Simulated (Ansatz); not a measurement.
# HfN: the cost of one run

Computed with Ansatz 0.2.0 (DFT PBE, scalar-relativistic, plane waves, PAW, unless a step's input says otherwise).

## (1) The structure to begin with

The structure is cubic, space group Fm-3m (No. 225). The conventional cell has a = 4.512 Å, b = 4.512 Å, c = 4.512 Å, α = 90.00°, β = 90.00°, γ = 90.00°. Hf (site symmetry m-3m) is surrounded by 6 N at 2.26 Å. Around N (site symmetry m-3m) lie 6 Hf at 2.26 Å.

Structure file:

```cif
data_structure
_symmetry_space_group_name_H-M 'P 1'
_symmetry_Int_Tables_number 1
_cell_length_a 9.5714
_cell_length_b 9.5714
_cell_length_c 9.5714
_cell_angle_alpha 60.000
_cell_angle_beta 60.000
_cell_angle_gamma 60.000
_cell_volume 620.03
loop_
_atom_site_label
_atom_site_type_symbol
_atom_site_fract_x
_atom_site_fract_y
_atom_site_fract_z
_atom_site_occupancy
Hf1 Hf 0.00000 0.00000 0.00000 1
Hf2 Hf 0.00000 0.00000 0.33333 1
Hf3 Hf 0.00000 0.00000 0.66667 1
Hf4 Hf 0.00000 0.33333 0.00000 1
Hf5 Hf 0.00000 0.33333 0.33333 1
Hf6 Hf 0.00000 0.33333 0.66667 1
Hf7 Hf 0.00000 0.66667 0.00000 1
Hf8 Hf 0.00000 0.66667 0.33333 1
Hf9 Hf 0.00000 0.66667 0.66667 1
Hf10 Hf 0.33333 0.00000 0.00000 1
Hf11 Hf 0.33333 0.00000 0.33333 1
Hf12 Hf 0.33333 0.00000 0.66667 1
Hf13 Hf 0.33333 0.33333 0.00000 1
Hf14 Hf 0.33333 0.33333 0.33333 1
Hf15 Hf 0.33333 0.33333 0.66667 1
Hf16 Hf 0.33333 0.66667 0.00000 1
Hf17 Hf 0.33333 0.66667 0.33333 1
Hf18 Hf 0.33333 0.66667 0.66667 1
Hf19 Hf 0.66667 0.00000 0.00000 1
Hf20 Hf 0.66667 0.00000 0.33333 1
Hf21 Hf 0.66667 0.00000 0.66667 1
Hf22 Hf 0.66667 0.33333 0.00000 1
Hf23 Hf 0.66667 0.33333 0.33333 1
Hf24 Hf 0.66667 0.33333 0.66667 1
Hf25 Hf 0.66667 0.66667 0.00000 1
Hf26 Hf 0.66667 0.66667 0.33333 1
Hf27 Hf 0.66667 0.66667 0.66667 1
N1 N 0.16667 0.16667 0.16667 1
N2 N 0.16667 0.16667 0.50000 1
N3 N 0.16667 0.16667 0.83333 1
N4 N 0.16667 0.50000 0.16667 1
N5 N 0.16667 0.50000 0.50000 1
N6 N 0.16667 0.50000 0.83333 1
N7 N 0.16667 0.83333 0.16667 1
N8 N 0.16667 0.83333 0.50000 1
N9 N 0.16667 0.83333 0.83333 1
N10 N 0.50000 0.16667 0.16667 1
N11 N 0.50000 0.16667 0.50000 1
N12 N 0.50000 0.16667 0.83333 1
N13 N 0.50000 0.50000 0.16667 1
N14 N 0.50000 0.50000 0.50000 1
N15 N 0.50000 0.50000 0.83333 1
N16 N 0.50000 0.83333 0.16667 1
N17 N 0.50000 0.83333 0.50000 1
N18 N 0.50000 0.83333 0.83333 1
N19 N 0.83333 0.16667 0.16667 1
N20 N 0.83333 0.16667 0.50000 1
N21 N 0.83333 0.16667 0.83333 1
N22 N 0.83333 0.50000 0.16667 1
N23 N 0.83333 0.50000 0.50000 1
N24 N 0.83333 0.50000 0.83333 1
N25 N 0.83333 0.83333 0.16667 1
N26 N 0.83333 0.83333 0.50000 1
N27 N 0.83333 0.83333 0.83333 1
```

The runs take a perfect supercell of 54 atoms; the defect goes to fractional position (0.083, 0.750, 0.750).

## (2) The perfect supercell

File input.yaml:

```yaml
crystal:
  lattice:
    - [0.0, 6.768, 6.768]
    - [6.768, 0.0, 6.768]
    - [6.768, 6.768, 0.0]
  atoms:
    - { symbol: Hf, position: [0.0, 0.0, 0.0] }
    - { symbol: Hf, position: [0.0, 0.0, 0.333333] }
    - { symbol: Hf, position: [0.0, 0.0, 0.666667] }
    - { symbol: Hf, position: [0.0, 0.333333, 0.0] }
    - { symbol: Hf, position: [0.0, 0.333333, 0.333333] }
    - { symbol: Hf, position: [0.0, 0.333333, 0.666667] }
    - { symbol: Hf, position: [0.0, 0.666667, 0.0] }
    - { symbol: Hf, position: [0.0, 0.666667, 0.333333] }
    - { symbol: Hf, position: [0.0, 0.666667, 0.666667] }
    - { symbol: Hf, position: [0.333333, 0.0, 0.0] }
    - { symbol: Hf, position: [0.333333, 0.0, 0.333333] }
    - { symbol: Hf, position: [0.333333, 0.0, 0.666667] }
    - { symbol: Hf, position: [0.333333, 0.333333, 0.0] }
    - { symbol: Hf, position: [0.333333, 0.333333, 0.333333] }
    - { symbol: Hf, position: [0.333333, 0.333333, 0.666667] }
    - { symbol: Hf, position: [0.333333, 0.666667, 0.0] }
    - { symbol: Hf, position: [0.333333, 0.666667, 0.333333] }
    - { symbol: Hf, position: [0.333333, 0.666667, 0.666667] }
    - { symbol: Hf, position: [0.666667, 0.0, 0.0] }
    - { symbol: Hf, position: [0.666667, 0.0, 0.333333] }
    - { symbol: Hf, position: [0.666667, 0.0, 0.666667] }
    - { symbol: Hf, position: [0.666667, 0.333333, 0.0] }
    - { symbol: Hf, position: [0.666667, 0.333333, 0.333333] }
    - { symbol: Hf, position: [0.666667, 0.333333, 0.666667] }
    - { symbol: Hf, position: [0.666667, 0.666667, 0.0] }
    - { symbol: Hf, position: [0.666667, 0.666667, 0.333333] }
    - { symbol: Hf, position: [0.666667, 0.666667, 0.666667] }
    - { symbol: "N", position: [0.166667, 0.166667, 0.166667] }
    - { symbol: "N", position: [0.166667, 0.166667, 0.5] }
    - { symbol: "N", position: [0.166667, 0.166667, 0.833333] }
    - { symbol: "N", position: [0.166667, 0.5, 0.166667] }
    - { symbol: "N", position: [0.166667, 0.5, 0.5] }
    - { symbol: "N", position: [0.166667, 0.5, 0.833333] }
    - { symbol: "N", position: [0.166667, 0.833333, 0.166667] }
    - { symbol: "N", position: [0.166667, 0.833333, 0.5] }
    - { symbol: "N", position: [0.166667, 0.833333, 0.833333] }
    - { symbol: "N", position: [0.5, 0.166667, 0.166667] }
    - { symbol: "N", position: [0.5, 0.166667, 0.5] }
    - { symbol: "N", position: [0.5, 0.166667, 0.833333] }
    - { symbol: "N", position: [0.5, 0.5, 0.166667] }
    - { symbol: "N", position: [0.5, 0.5, 0.5] }
    - { symbol: "N", position: [0.5, 0.5, 0.833333] }
    - { symbol: "N", position: [0.5, 0.833333, 0.166667] }
    - { symbol: "N", position: [0.5, 0.833333, 0.5] }
    - { symbol: "N", position: [0.5, 0.833333, 0.833333] }
    - { symbol: "N", position: [0.833333, 0.166667, 0.166667] }
    - { symbol: "N", position: [0.833333, 0.166667, 0.5] }
    - { symbol: "N", position: [0.833333, 0.166667, 0.833333] }
    - { symbol: "N", position: [0.833333, 0.5, 0.166667] }
    - { symbol: "N", position: [0.833333, 0.5, 0.5] }
    - { symbol: "N", position: [0.833333, 0.5, 0.833333] }
    - { symbol: "N", position: [0.833333, 0.833333, 0.166667] }
    - { symbol: "N", position: [0.833333, 0.833333, 0.5] }
    - { symbol: "N", position: [0.833333, 0.833333, 0.833333] }
basis:
  ecutwfc: 420
  fft_grid_basis: typed
kpoints:
  mp_grid: { grid: [2, 2, 2] }
hamiltonian:
  xc: pbe
  pseudopotentials: { kind: paw }
scf:
  occupations: { method: gaussian, width: 0.05 }
output:
  forces: true
  stress: false
  eigenvalues: true
  bader: false
  write_density: true
  volumetric_format: npy
```

Command:

```sh
$ ansatz run input.yaml --threads 8 --pin off --max-ram 16384MiB --backend cpu --events-out ev --progress --plain --runs-dir out
```

Q: Estimate wall time and peak memory on 8 threads of Arm Neoverse V1, shared host.

About 13 s, with a peak of 4 GiB.
